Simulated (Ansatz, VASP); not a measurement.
# NiO in VASP and in Ansatz

File INCAR:

```
  ALGO = Normal
  EDIFF = 1E-6
  ENCUT = 520
  GGA = PE
  ISIF = 2
  ISMEAR = -1
  ISPIN = 2
  LASPH = True
  LCHARG = True
  LDAU = True
  LDAUJ = 0 0
  LDAUL = 2 -1
  LDAUPRINT = 1
  LDAUTYPE = 2
  LDAUU = 6 0
  LELF = True
  LMAXMIX = 4
  LORBIT = 11
  LREAL = False
  LVHAR = True
  LWAVE = False
  MAGMOM = 1.6 -1.6 0 0
  NBANDS = 28
  NELM = 150
  PREC = Accurate
  SIGMA = 0.15
```

File KPOINTS:

```
k-points
0
Gamma
  3 3 3
```

Contents of POSCAR:

```
NiO
1.0
   -3.9789100000     -0.1027610000      3.7610550000
    0.0860000000      1.9711960000      1.9151470000
   -2.1014290000      2.0485500000     -0.1633540000
Ni O
2 2
Direct
    0.7139890000      0.1005700000      0.7370600000
    1.2336490000      0.0862820000      0.7551790000
    0.9953630000      0.6362950000      1.1801460000
    1.4916730000      0.5723850000      1.2484990000
```

Input for Ansatz:

```yaml
crystal:
  lattice:
    - [-3.97891, -0.102761, 3.761055]
    - [0.086, 1.971196, 1.915147]
    - [-2.101429, 2.04855, -0.163354]
  atoms:
    - { symbol: Ni, position: [0.713989, 0.10057, 0.73706], spin: 1.6 }
    - { symbol: O, position: [0.995363, 0.636295, 1.180146] }
    - { symbol: Ni, position: [1.233649, 0.086282, 0.755179], spin: -1.6 }
    - { symbol: O, position: [1.491673, 0.572385, 1.248499] }
kpoints:
  mp_grid: { grid: [3, 3, 3] }
hamiltonian:
  xc: pbe
  pseudopotentials: { kind: paw }
  hubbard: { sites: [{ species: Ni, l: d, u_eff: 6.0 }] }
scf:
  occupations: { method: fermi_dirac, width: 0.15 }
output:
  forces: true
  stress: true
  eigenvalues: true
magnetization:
  spin_polarized: true
```

Alike in both runs: task single point; functional PBE; k mesh 3 × 3 × 3; occupations fermi-dirac, width 0.15 eV; collinear spin; Hubbard terms Ni d U = 6.0 eV.

```csv
,VASP,Ansatz
version,VASP 6.6.1,Ansatz 0.2.0 development build
potentials or method,"VASP PAW PBE potentials, release 64 (Ni, O)","plane waves, PAW datasets (generated soft set 1)"
plane-wave cutoff (eV),520,420
valence electrons in the cell,32,48
```

Ansatz gave:

```
gap on the k mesh at the Fermi level (eV)                     : 2.88
rms of the force components (eV/Å)                            : 1.141
size of the moment on the site where the two differ most (μB) : 1.55
```

Q: What did VASP give for the same quantities?

A: gap on the k mesh at the Fermi level (eV): 3.21; rms of the force components (eV/Å): 0.978; size of the moment on the site where the two differ most (μB): 1.70.

Site moments also hang on the region over which each program counts them. The programs project onto different local orbitals, so the same U acts differently. The two sets of potentials don't hold the same shells in valence.

Caveats: the k mesh is coarse (spacing up to 0.89 Å⁻¹), so the values aren't converged; an odd mesh through Γ misses points on the zone boundary, where band edges often lie; forces of over 1 eV/Å show positions far from the minimum, so gaps and moduli don't describe the material at rest. The state reached can hang on the start; a lower one may exist.
